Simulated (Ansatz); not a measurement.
Cu3Au (Auricupride) under changes of volume

One of the cells (13.078 Å³/atom); the others are scaled copies at fixed shape and fractional positions:

```xyz
4
Lattice="3.7400 0.0000 0.0000 0.0000 3.7400 0.0000 0.0000 0.0000 3.7400" Properties=species:S:1:pos:R:3 pbc="T T T"
Au    0.0000    0.0000    0.0000
Cu    1.8700    1.8700    0.0000
Cu    1.8700    0.0000    1.8700
Cu    0.0000    1.8700    1.8700
```

- Program: Ansatz 0.2.0
- Functional: PBE
- Potentials or basis: Ansatz PAW
- Cutoff: 420 eV (not typed: the program's choice for these potentials)
- k mesh: 7 × 7 × 7
- Occupations: fermi-dirac, width 0.05 eV
- Spin: no spin polarisation

```tsv
volume (Å³/atom)	energy over the lowest point (meV/atom)	pressure (GPa)
12.294	57.98	17.0
12.555	34.05	12.5
12.817	17.04	8.5
13.078	?	?
13.340	0.63	1.8
13.602	0.00	-1.0
13.863	3.68	-3.5
```

What does the run at 13.078 Å³/atom give?

Energy over the lowest point 6.11 meV/atom; pressure 4.9 GPa.

Worked out: A Birch-Murnaghan fit of order 3 (a polynomial in V^(-2/3)) to the other rows has its minimum at 13.51 Å³/atom with B0 = V·E''(V) = 142 GPa and B' = 5.1. It gives 6.12 meV/atom at 13.078 Å³/atom, against the run's 6.11, and -dE/dV = 5.0 GPa, against 4.9.

Energies are extrapolated to zero smearing.
